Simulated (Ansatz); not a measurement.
Crystal: ZnS.

```
CELL_PARAMETERS angstrom
0.00000 2.70200 2.70200
2.70200 0.00000 2.70200
2.70200 2.70200 0.00000
ATOMIC_POSITIONS crystal
Zn 0.75000 0.75000 0.75000
S 0.00000 0.00000 0.00000
```

Base run:

| Quantity | Value |
| --- | --- |
| Program | Ansatz 0.2.0 |
| Functional | PBE |
| Potentials or basis | Ansatz PAW |
| Cutoff | 500 eV |
| Density cutoff | 2000 eV |
| k mesh | 9 × 9 × 9 |
| Occupations | fermi-dirac, width 0.05 eV |
| Spin | no spin polarisation |

Its results: band gap on the k mesh 2.11 eV, direct; pressure 1.6 GPa.

Q: The run is repeated on the same cell with these changes: functional from PBE to rPW86-PBE; cutoff from 500 eV to 420 eV; density cutoff from 2000 eV to 1680 eV. What comes out?

A: Band gap on the k mesh 2.01 eV, direct; pressure 4.2 GPa.

Caveats: odd divisions of the mesh miss points on the zone boundary, where band edges often lie, so the gap on the mesh can be too wide (some runs); the potentials were made for another functional, which shifts forces and pressure (some runs); the PAW data sets come from PBE, with cores solved anew for the run's functional, which leaves a small shift of forces and pressure (some runs).

Not every run made on this cell is shown here.
